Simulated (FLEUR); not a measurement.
# Ti3Si (Fm-3m) in FLEUR: further runs

One crystal, Ti3Si, is run at these levels: LDA; tasks: band structure, equation of state.

Program: FLEUR MaX-R8.1 (later development tree). These are calculated values, not measurements. Logs are shortened: lines on timing, memory, paths and dates and some standing lists are left out, and cuts for length are marked.

## Step 1: Starting point

It takes space group Fm-3m (No. 225, cubic). The conventional cell has a = 6.289 Å, b = 6.289 Å, c = 6.289 Å, α = 90.00°, β = 90.00°, γ = 90.00°. Ti (site symmetry m-3m) is surrounded by 8 Ti at 2.72 Å. Ti (site symmetry -43m) has 4 Ti at 2.72 Å and 4 Si at 2.72 Å as nearest neighbours. Si (site symmetry m-3m) is surrounded by 8 Ti at 2.72 Å.

The cell comes from a database or a generator and needn't be the stable form of this composition.

## Step 2: Band structure, LDA

The input, inp.xml:

```xml
<?xml version="1.0" encoding="UTF-8" standalone="no"?>
<fleurInput fleurInputVersion="0.39">
   <comment>
      Ti3Si                                                                                               
   </comment>
   <calculationSetup>
      <cutoffs Kmax="4.12" Gmax="12.8" GmaxXC="12.8" numbands="0"/>
      <scfLoop itmax="60" minDistance="0.00001" maxIterBroyd="15" imix="Anderson" alpha="0.05" precondParam="0.0" spinf="2.0" sdNocoIR="T"/>
      <coreElectrons ctail="T" frcor="F" kcrel="0" coretail_lmax="0"/>
      <xcFunctional name="vwn" relativisticCorrections="F"/>
      <magnetism jspins="1"/>
      <soc l_soc="F" theta="0.0" phi="0.0" spav="F"/>
      <expertModes spex="0" secvar="F"/>
      <geometryOptimization l_f="F" forcealpha="1.0" forcemix="BFGS" epsdisp="0.00001" epsforce="0.00001"/>
      <ldaU l_linMix="F" mixParam="0.05" spinf="1.0"/>
   </calculationSetup>
   <cell>
      <bzIntegration valenceElectrons="48.0" mode="hist" fermiSmearingEnergy="0.00183747">
         <kPointListSelection listName="default-1"/>
         <!-- k-points included here -->
         <xi:include xmlns:xi="http://www.w3.org/2001/XInclude" href="kpts.xml"> </xi:include>
      </bzIntegration>
      <!-- symmetry operations included here -->
      <xi:include xmlns:xi="http://www.w3.org/2001/XInclude" href="sym.xml"> </xi:include>
      <bulkLattice scale="1.0">
         <bravaisMatrix>
[... 35 lines left out ...]
         <lo type="SCLO" l="2" n="3" eDeriv="2"/>
         <lo type="SCLO" l="3" n="4" eDeriv="2"/>
      </species>
   </atomSpecies>
   <atomGroups>
      <atomGroup species="Titanium (Ti)">
         <relPos label="                   1">.0000000000 .0000000000 .0000000000</relPos>
         <force calculate="T" relaxXYZ="TTT"/>
      </atomGroup>
      <atomGroup species="Titanium (Ti)">
         <relPos label="                   2">1.000/4.000 1.000/4.000 1.000/4.000</relPos>
         <relPos label="                   3">-1.000/4.000 -1.000/4.000 -1.000/4.000</relPos>
         <force calculate="T" relaxXYZ="TTT"/>
      </atomGroup>
      <atomGroup species="Silicon (Si)">
         <relPos label="                   4">1.000/2.000 1.000/2.000 1.000/2.000</relPos>
         <force calculate="T" relaxXYZ="TTT"/>
      </atomGroup>
   </atomGroups>
   <output dos="F" band="F" slice="F">
      <checks vchk="F" cdinf="F"/>
      <bandDOS minEnergy="-.5*Htr" maxEnergy="0.5*Htr" sigma="0.015" storeEVData="T"/>
      <vacuumDOS vacdos="F" integ="F" star="F" nstars="0" locx1="0.0" locy1="0.0" locx2="0.0" locy2="0.0" nstm="0" tworkf="0.0"/>
      <unfoldingBand unfoldBand="F" supercellX="1" supercellY="1" supercellZ="1"/>
      <plotting iplot="0" polar="F">
         <plot TwoD="T" vec1="  1.0  0.0  0.0" vec2="  0.0  1.0  0.0" vec3="  0.0  0.0  1.0" zero="  0.0  0.0  0.0" file="plot"/>
      </plotting>
      <chargeDensitySlicing numkpt="0" minEigenval="0.0" maxEigenval="0.0" nnne="0" pallst="F"/>
      <specialOutput eonly="F"/>
      <moessbauerParams electricFieldGradient="T" isomerShift="T" coreHyperfine="T" valenceHyperfine="T"/>
      <magneticCircularDichroism mcd="F" energyLo="-10.0" energyUp="0.0"/>
   </output>
  <!-- We include the file relax.xml here to enable relaxations (see documentation) -->
  <xi:include xmlns:xi="http://www.w3.org/2001/XInclude" href="relax.xml"> <xi:fallback/> </xi:include>
</fleurInput>
```

The input, crystal.txt:

```
Ti3Si
&input cartesian=F /
0.0000000000  3.1443560000  3.1443560000
3.1443560000  0.0000000000  3.1443560000
3.1443560000  3.1443560000  0.0000000000
1.8897261246
1.0 1.0 1.0

4
22 0.0000000000  0.0000000000  0.0000000000
22 0.2500000000  0.2500000000  0.2500000000
22 0.7500000000  0.7500000000  0.7500000000
14 0.5000000000  0.5000000000  0.5000000000

&kpt div1=7 div2=7 div3=7 gamma=T /
```

The input, inp.xml (bands):

```
<?xml version="1.0" encoding="UTF-8" standalone="no"?>
<fleurInput fleurInputVersion="0.39">
   <comment>
      Ti3Si                                                                                               
   </comment>
   <calculationSetup>
      <cutoffs Kmax="4.12" Gmax="12.8" GmaxXC="12.8" numbands="0"/>
      <scfLoop itmax="60" minDistance="0.00001" maxIterBroyd="15" imix="Anderson" alpha="0.05" precondParam="0.0" spinf="2.0" sdNocoIR="T"/>
      <coreElectrons ctail="T" frcor="F" kcrel="0" coretail_lmax="0"/>
      <xcFunctional name="vwn" relativisticCorrections="F"/>
      <magnetism jspins="1"/>
      <soc l_soc="F" theta="0.0" phi="0.0" spav="F"/>
      <expertModes spex="0" secvar="F"/>
      <geometryOptimization l_f="F" forcealpha="1.0" forcemix="BFGS" epsdisp="0.00001" epsforce="0.00001"/>
      <ldaU l_linMix="F" mixParam="0.05" spinf="1.0"/>
   </calculationSetup>
   <cell>
      <bzIntegration valenceElectrons="48.0" mode="hist" fermiSmearingEnergy="0.00183747">
         <kPointListSelection listName="path-1"/>
         <!-- k-points included here -->
         <xi:include xmlns:xi="http://www.w3.org/2001/XInclude" href="kpts.xml"> </xi:include>
      </bzIntegration>
      <!-- symmetry operations included here -->
      <xi:include xmlns:xi="http://www.w3.org/2001/XInclude" href="sym.xml"> </xi:include>
      <bulkLattice scale="1.0">
         <bravaisMatrix>
[... 35 lines left out ...]
         <lo type="SCLO" l="2" n="3" eDeriv="2"/>
         <lo type="SCLO" l="3" n="4" eDeriv="2"/>
      </species>
   </atomSpecies>
   <atomGroups>
      <atomGroup species="Titanium (Ti)">
         <relPos label="                   1">.0000000000 .0000000000 .0000000000</relPos>
         <force calculate="T" relaxXYZ="TTT"/>
      </atomGroup>
      <atomGroup species="Titanium (Ti)">
         <relPos label="                   2">1.000/4.000 1.000/4.000 1.000/4.000</relPos>
         <relPos label="                   3">-1.000/4.000 -1.000/4.000 -1.000/4.000</relPos>
         <force calculate="T" relaxXYZ="TTT"/>
      </atomGroup>
      <atomGroup species="Silicon (Si)">
         <relPos label="                   4">1.000/2.000 1.000/2.000 1.000/2.000</relPos>
         <force calculate="T" relaxXYZ="TTT"/>
      </atomGroup>
   </atomGroups>
   <output dos="F" band="T" slice="F">
      <checks vchk="F" cdinf="F"/>
      <bandDOS minEnergy="-.5*Htr" maxEnergy="0.5*Htr" sigma="0.015" storeEVData="T"/>
      <vacuumDOS vacdos="F" integ="F" star="F" nstars="0" locx1="0.0" locy1="0.0" locx2="0.0" locy2="0.0" nstm="0" tworkf="0.0"/>
      <unfoldingBand unfoldBand="F" supercellX="1" supercellY="1" supercellZ="1"/>
      <plotting iplot="0" polar="F">
         <plot TwoD="T" vec1="  1.0  0.0  0.0" vec2="  0.0  1.0  0.0" vec3="  0.0  0.0  1.0" zero="  0.0  0.0  0.0" file="plot"/>
      </plotting>
      <chargeDensitySlicing numkpt="0" minEigenval="0.0" maxEigenval="0.0" nnne="0" pallst="F"/>
      <specialOutput eonly="F"/>
      <moessbauerParams electricFieldGradient="T" isomerShift="T" coreHyperfine="T" valenceHyperfine="T"/>
      <magneticCircularDichroism mcd="F" energyLo="-10.0" energyUp="0.0"/>
   </output>
  <!-- We include the file relax.xml here to enable relaxations (see documentation) -->
  <xi:include xmlns:xi="http://www.w3.org/2001/XInclude" href="relax.xml"> <xi:fallback/> </xi:include>
</fleurInput>
```

Potentials or basis: all-electron, FLAPW.

Started as:

```console
> inpgen -f crystal.txt -profile fastHighL
> # inp.xml edited to the form shown
> fleur_MPI
> fleur_MPI   # second run, on inp.xml (bands)
```

Standard output:

```text
Welcome to FLEUR        (www.flapw.de)
      MaX-Release 8.1          (www.max-centre.eu)

 ========== k-point set info ==========
 Selected k-point list: default-1
 k-point list type: mesh
 7 x 7 x 7
 Number of k points: 20

 ------------Calculation Setup---------------------------
 Number of MPI-tasks      :            1
 Number of PE/node        :            1
 Number of OMP-threads    :            1
 Most efficient MPI parallelization for:
           1           2           4           5          10          20
 Additional eigenvalue parallelization possible
 Number of basis functions:          671
 Approximate size of matrices (H+S) per k-point:         0.007 GB
 --------------------------------------------------------
 Iteration:     1   Distance:       8.35445795 me/bohr^3
 Iteration:     2   Distance:       6.86930063 me/bohr^3
 Iteration:     3   Distance:       5.25866639 me/bohr^3
 Iteration:     4   Distance:       2.75260432 me/bohr^3
 Iteration:     5   Distance:       2.45441460 me/bohr^3
 Iteration:     6   Distance:       1.03290076 me/bohr^3
 Iteration:     7   Distance:       2.29713329 me/bohr^3
 Iteration:     8   Distance:       0.22815673 me/bohr^3
 Iteration:     9   Distance:       0.09827274 me/bohr^3
 Iteration:    10   Distance:       0.00905693 me/bohr^3
 Iteration:    11   Distance:       0.02034835 me/bohr^3
 Iteration:    12   Distance:       0.00536120 me/bohr^3
 Iteration:    13   Distance:       0.00174090 me/bohr^3
 Iteration:    14   Distance:       0.00046265 me/bohr^3
 Iteration:    15   Distance:       0.00012561 me/bohr^3
 Iteration:    16   Distance:       0.00005360 me/bohr^3
 Iteration:    17   Distance:       0.00001504 me/bohr^3
 Iteration:    18   Distance:       0.00000743 me/bohr^3

 ********************************************************************
 Run finished successfully
 Stop message:
   all done
 ********************************************************************
```

Run time: 97 s. Hardware: 1 thread of Intel Xeon Platinum 8259CL at 2.50GHz (Skylake/Cascade Lake), shared host; peak memory 0.08 GiB.

Results:

- Free energy: -77420.3775 eV
- Band gap along the path: none (metal or under the smearing width)
- Valence electrons inside the program's atomic spheres: Ti 10.51, 10.42; Si 10.71 (radii Ti 2.38, Si 2.38 bohr)

Levels at the corners of the path, in eV from the Fermi level:
```
point  band 20  band 21  band 22  band 23  band 24  band 25  band 26  band 27  band 28  band 29
    Γ    -2.70    -1.99    -1.99    -0.01    -0.01    -0.01     2.06     2.27     2.27     2.27
    X    -2.12    -1.83    -1.83    -0.28    -0.23    -0.23     1.07     1.24     1.24     2.33
    W    -2.68    -1.66    -0.53    -0.53    -0.01     0.50     0.50     0.74     1.55     2.25
    K    -2.30    -1.84    -0.65    -0.53     0.07     0.30     0.64     0.88     1.40     2.07
    Γ    -2.70    -1.99    -1.99    -0.01    -0.01    -0.01     2.06     2.27     2.27     2.27
    L    -2.86    -0.50    -0.45    -0.45    -0.17    -0.17     0.62     0.90     0.90     2.71
    U    -2.30    -1.84    -0.65    -0.53     0.07     0.30     0.64     0.88     1.40     2.07
    W    -2.68    -1.66    -0.53    -0.53    -0.01     0.50     0.50     0.74     1.55     2.25
    L    -2.86    -0.50    -0.45    -0.45    -0.17    -0.17     0.62     0.90     0.90     2.71
    K    -2.30    -1.84    -0.65    -0.53     0.07     0.30     0.64     0.88     1.40     2.07
    U    -2.30    -1.84    -0.65    -0.53     0.07     0.30     0.64     0.88     1.40     2.07
    X    -2.12    -1.83    -1.83    -0.28    -0.23    -0.23     1.07     1.24     1.24     2.33
```

Core levels (eV from the Fermi level):
| atom | levels |
| --- | --- |
| 1 Ti | 1s1/2 -4848.5, 2s1/2 -528.6, 2p1/2 -440.9, 2p3/2 -435.2 |
| 2 Ti | 1s1/2 -4848.8, 2s1/2 -529.0, 2p1/2 -441.3, 2p3/2 -435.6 |
| 3 Ti | 1s1/2 -4848.8, 2s1/2 -529.0, 2p1/2 -441.3, 2p3/2 -435.6 |
| 4 Si | 1s1/2 -1772.5 |

## Step 3: Equation of state, LDA, 14.61 Å³/atom (volume scaled by 0.94)

Changes to inp.xml since step 2:

```diff
@@ -6,3 +6,3 @@
    <calculationSetup>
-      <cutoffs Kmax="4.12" Gmax="12.8" GmaxXC="12.8" numbands="0"/>
+      <cutoffs Kmax="4.24" Gmax="13.2" GmaxXC="13.2" numbands="0"/>
       <scfLoop itmax="60" minDistance="0.00001" maxIterBroyd="15" imix="Anderson" alpha="0.05" precondParam="0.0" spinf="2.0" sdNocoIR="T"/>
@@ -24,3 +24,3 @@
       <xi:include xmlns:xi="http://www.w3.org/2001/XInclude" href="sym.xml"> </xi:include>
-      <bulkLattice scale="1.0">
+      <bulkLattice scale="0.9795861087">
          <bravaisMatrix>
@@ -34,3 +34,3 @@
       <species name="Titanium (Ti)" element="Ti" atomicNumber="22">
-         <mtSphere radius="2.38" gridPoints="787" logIncrement="0.015"/>
+         <mtSphere radius="2.31" gridPoints="787" logIncrement="0.015"/>
          <atomicCutoffs lmax="10" lnonsphr="10"/>
@@ -50,3 +50,3 @@
       <species name="Silicon (Si)" element="Si" atomicNumber="14">
-         <mtSphere radius="2.38" gridPoints="787" logIncrement="0.015"/>
+         <mtSphere radius="2.31" gridPoints="787" logIncrement="0.015"/>
          <atomicCutoffs lmax="10" lnonsphr="10"/>
```

Potentials or basis: all-electron, FLAPW.

Started as:

```console
> inpgen -f crystal.txt -profile fastHighL
> # inp.xml edited to the form shown
> fleur_MPI
```

Standard output:

```text
Welcome to FLEUR        (www.flapw.de)
      MaX-Release 8.1          (www.max-centre.eu)

 ========== k-point set info ==========
 Selected k-point list: default-1
 k-point list type: mesh
 7 x 7 x 7
 Number of k points: 20

 ------------Calculation Setup---------------------------
 Number of MPI-tasks      :            1
 Number of PE/node        :            1
 Number of OMP-threads    :            1
 Most efficient MPI parallelization for:
           1           2           4           5          10          20
 Additional eigenvalue parallelization possible
 Number of basis functions:          671
 Approximate size of matrices (H+S) per k-point:         0.007 GB
 --------------------------------------------------------
 Iteration:     1   Distance:       8.48974884 me/bohr^3
 Iteration:     2   Distance:       7.04958537 me/bohr^3
 Iteration:     3   Distance:       5.32187071 me/bohr^3
 Iteration:     4   Distance:       2.74573210 me/bohr^3
 Iteration:     5   Distance:       2.67950363 me/bohr^3
 Iteration:     6   Distance:       1.12793927 me/bohr^3
 Iteration:     7   Distance:       1.76212508 me/bohr^3
 Iteration:     8   Distance:       0.21390326 me/bohr^3
 Iteration:     9   Distance:       0.06915182 me/bohr^3
 Iteration:    10   Distance:       0.00751754 me/bohr^3
 Iteration:    11   Distance:       0.01033894 me/bohr^3
 Iteration:    12   Distance:       0.00610342 me/bohr^3
 Iteration:    13   Distance:       0.00111606 me/bohr^3
 Iteration:    14   Distance:       0.00062230 me/bohr^3
 Iteration:    15   Distance:       0.00011561 me/bohr^3
 Iteration:    16   Distance:       0.00005389 me/bohr^3
 Iteration:    17   Distance:       0.00001517 me/bohr^3
 Iteration:    18   Distance:       0.00000782 me/bohr^3

 ********************************************************************
 Run finished successfully
 Stop message:
   all done
 ********************************************************************
```

It took 98 s on 1 thread of Intel Xeon Platinum 8259CL at 2.50GHz (Skylake/Cascade Lake), shared host; peak memory 0.09 GiB.

Results:

```
Free energy                                           : -77420.5025 eV
Band gap on the k mesh                                : none (metal or under the smearing width)
Valence electrons inside the program's atomic spheres : Ti 10.43, 10.35; Si 10.61 (radii Ti 2.31, Si 2.31 bohr)
```

## Step 4: Equation of state, LDA, 14.92 Å³/atom (volume scaled by 0.96)

Changes to inp.xml since step 3:

```diff
@@ -24,3 +24,3 @@
       <xi:include xmlns:xi="http://www.w3.org/2001/XInclude" href="sym.xml"> </xi:include>
-      <bulkLattice scale="0.9795861087">
+      <bulkLattice scale="0.9864848297">
          <bravaisMatrix>
```

Started as:

```console
> inpgen -f crystal.txt -profile fastHighL
> # inp.xml edited to the form shown
> fleur_MPI
```

Run time: 76 s. Hardware: 1 thread of Intel Xeon Platinum 8259CL at 2.50GHz (Skylake/Cascade Lake), shared host; peak memory 0.09 GiB.

The run converged. Its results:

* Free energy: -77420.4821 eV
* Band gap on the k mesh: none (metal or under the smearing width)
* Valence electrons inside the program's atomic spheres: Ti 10.40, 10.32; Si 10.57 (radii Ti 2.31, Si 2.31 bohr)

## Step 5: Equation of state, LDA, 15.54 Å³/atom

Changes to inp.xml since step 4:

```diff
@@ -24,3 +24,3 @@
       <xi:include xmlns:xi="http://www.w3.org/2001/XInclude" href="sym.xml"> </xi:include>
-      <bulkLattice scale="0.9864848297">
+      <bulkLattice scale="1.0000000000">
          <bravaisMatrix>
```

Started as:

```console
> inpgen -f crystal.txt -profile fastHighL
> # inp.xml edited to the form shown
> fleur_MPI
```

Run time: 80 s. Hardware: 1 thread of Intel Xeon Platinum 8259CL at 2.50GHz (Skylake/Cascade Lake), shared host; peak memory 0.09 GiB.

It converged, with:

```yaml
Free_energy: -77420.3781 eV
Band_gap_on_the_k_mesh: none (metal or under the smearing width)
Valence_electrons_inside_the_program's_atomic_spheres: Ti 10.35, 10.27; Si 10.52 (radii Ti 2.31, Si 2.31 bohr)
```

## Step 6: Equation of state, LDA, 16.17 Å³/atom (volume scaled by 1.04)

Changes to inp.xml since step 5:

```diff
@@ -24,3 +24,3 @@
       <xi:include xmlns:xi="http://www.w3.org/2001/XInclude" href="sym.xml"> </xi:include>
-      <bulkLattice scale="1.0000000000">
+      <bulkLattice scale="1.0131594038">
          <bravaisMatrix>
```

Potentials or basis: all-electron, FLAPW.

Started as:

```console
> inpgen -f crystal.txt -profile fastHighL
> # inp.xml edited to the form shown
> fleur_MPI
```

It took 92 s on 1 thread of Intel Xeon Platinum 8259CL at 2.50GHz (Skylake/Cascade Lake), shared host; peak memory 0.09 GiB.

The run converged. Its results:

| Item | Value |
| --- | --- |
| Free energy | -77420.2030 eV |
| Band gap on the k mesh | none (metal or under the smearing width) |
| Valence electrons inside the program's atomic spheres | Ti 10.31, 10.22; Si 10.47 (radii Ti 2.31, Si 2.31 bohr) |

## Step 7: Equation of state, LDA, 16.48 Å³/atom (volume scaled by 1.06)

Changes to inp.xml since step 6:

```diff
@@ -24,3 +24,3 @@
       <xi:include xmlns:xi="http://www.w3.org/2001/XInclude" href="sym.xml"> </xi:include>
-      <bulkLattice scale="1.0131594038">
+      <bulkLattice scale="1.0196128224">
          <bravaisMatrix>
```

Started as:

```console
> inpgen -f crystal.txt -profile fastHighL
> # inp.xml edited to the form shown
> fleur_MPI
```

Wall time 96 s (1 thread of Intel Xeon Platinum 8259CL at 2.50GHz (Skylake/Cascade Lake), shared host); peak memory 0.09 GiB.

It converged, with:

```yaml
Free_energy: -77420.0933 eV
Band_gap_on_the_k_mesh: none (metal or under the smearing width)
Valence_electrons_inside_the_program's_atomic_spheres: Ti 10.29, 10.20; Si 10.45 (radii Ti 2.31, Si 2.31 bohr)
```

## Step 8: Equation of state, LDA

Potentials or basis: all-electron, FLAPW.

No new run: the results of the series are fitted here.

Results:

```yaml
Equilibrium_volume: "14.50 Å³/atom (rough: see the caveat)"
Bulk_modulus: 152 GPa (rough)
```

Energy against volume, from the lowest point:
```csv
volume (Å³/atom),energy (meV/atom)
14.611,0.00
14.922,5.09
15.544,31.11
16.166,74.88
16.477,102.30
```

Caveat: the minimum lies outside the volumes run.
